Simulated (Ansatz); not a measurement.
**Structure search: one CdSe candidate**

These are results of DFT PBE, scalar-relativistic, plane waves, PAW (Ansatz 0.2.0), not measurements. Cutoff 420 eV, Gaussian smearing, Γ-centred meshes. Cell and atoms relax first on a coarse mesh and then on a finer one. In between, the cell is made exact in the group found at 0.06 Å. In metals the finer mesh still leaves noise of several meV/atom or more. The steps can't lower the symmetry of their start. No spin polarisation.

Recipe of this trial structure of CdSe: 4-connected net, two elements spread over the vertices (P1, No. 1). The dimensions are guesses.

```
Cd Se
1.0
     4.43246    0.00000    0.00000
     0.00000    4.43246    0.00000
     0.00000    0.00000    7.09269
Cd Se
3 3
Cartesian
  0.0000 0.0000 1.7732
  2.9107 1.0497 3.5463
  3.3828 2.9107 0.0000
  0.0000 0.0000 5.3195
  1.5217 3.3828 3.5463
  1.0497 1.5217 0.0000
```

Formation energies are uncorrected and refer to the elements' standard structures at the same level.

Question: Which structure results?

Answer: The symmetry goes from P1 (No. 1) to P3_221 (No. 154). The volume per atom grows by 13.3 %, from 23.2 to 26.3 Å³. The shortest distance goes from 2.52 Å (Cd–Se) to 2.68 Å (Cd–Se). The energy falls by about 0.72 eV/atom (the start's value is from the coarse mesh). The end is written in a standard setting, so origin, axes and order of atoms can differ from the start's. Conventional cell: a = 4.282 Å, c = 9.942 Å. Around Cd lie 4 Se at 2.68–2.75 Å; Se has 4 Cd at 2.68–2.75 Å.

```xyz
6
Lattice="4.2822 0.0000 0.0000 -2.1411 3.7085 0.0000 0.0000 0.0000 9.9418" Properties=species:S:1:pos:R:3 pbc="T T T"
Cd    1.1534    1.9978    4.9709
Cd   -0.9877    1.7107    8.2848
Cd    1.9754    0.0000    1.6570
Se    1.1067    1.9168    0.0000
Se    2.0689    0.0000    6.6279
Se   -1.0344    1.7917    3.3139
```

Question: How does it come out in energy, and is it a metal?

Answer: The energy over the elements is −0.52 eV/atom and the gap on the 12×12×4 mesh of the 6-atom cell is 0 eV (the bands meet within 0.015 eV).

The last run used Gaussian smearing of 0.10 eV. The zero gap may come from the functional, which often closes small gaps. The reference form of Se is held partly by dispersion forces, which this level lacks. A structure relaxed within its symmetry needn't be a true minimum. Another cell of CdSe relaxed alike, in Pnma, lies 32 meV/atom lower, so this cell isn't the stable form at this level.
